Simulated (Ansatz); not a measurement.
A run of Ansatz 0.2.0:

File input.yaml:

```yaml
crystal:
  lattice:
    - [0.0, 2.731, 2.731]
    - [2.731, 0.0, 2.731]
    - [2.731, 2.731, 0.0]
  atoms:
    - { symbol: Ca, position: [0.0, 0.0, 0.0] }
    - { symbol: F, position: [0.75, 0.75, 0.75] }
    - { symbol: F, position: [0.25, 0.25, 0.25] }
hamiltonian:
  xc: pbesol
  pseudopotentials: { kind: paw }
  dispersion: d4
kpoints:
  mp_grid: { grid: [8, 8, 8] }
  band_path:
    path:
      - [[0.0, 0.0, 0.0], [0.5, 0.0, 0.5], [0.5, 0.25, 0.75], [0.375, 0.375, 0.75], [0.0, 0.0, 0.0], [0.5, 0.5, 0.5], [0.625, 0.25, 0.625], [0.5, 0.25, 0.75], [0.5, 0.5, 0.5], [0.375, 0.375, 0.75]]
      - [[0.625, 0.25, 0.625], [0.5, 0.0, 0.5]]
    npoints: 14
scf:
  occupations: { method: fermi_dirac, width: 0.1 }
  n_extra_bands: 7
output:
  forces: true
  stress: true
  eigenvalues: true
  fatbands: false
```

Potentials or basis: Ansatz PAW.

Launch:

```console
$ ansatz run input.yaml --threads 2 --pin off --max-ram 5632MiB --backend cpu --events-out ev --progress --plain --runs-dir out
```

Hardware: 2 threads of Arm Neoverse V1 (shared host).

**Question.** How long does it take, and how much memory?

**Answer.** Run time: 2.1 s on 2 threads of Arm Neoverse V1, on a shared host, peak memory 0.3 GiB. Counts: scf iterations 6, plane waves 821, k points 29, bands 19.
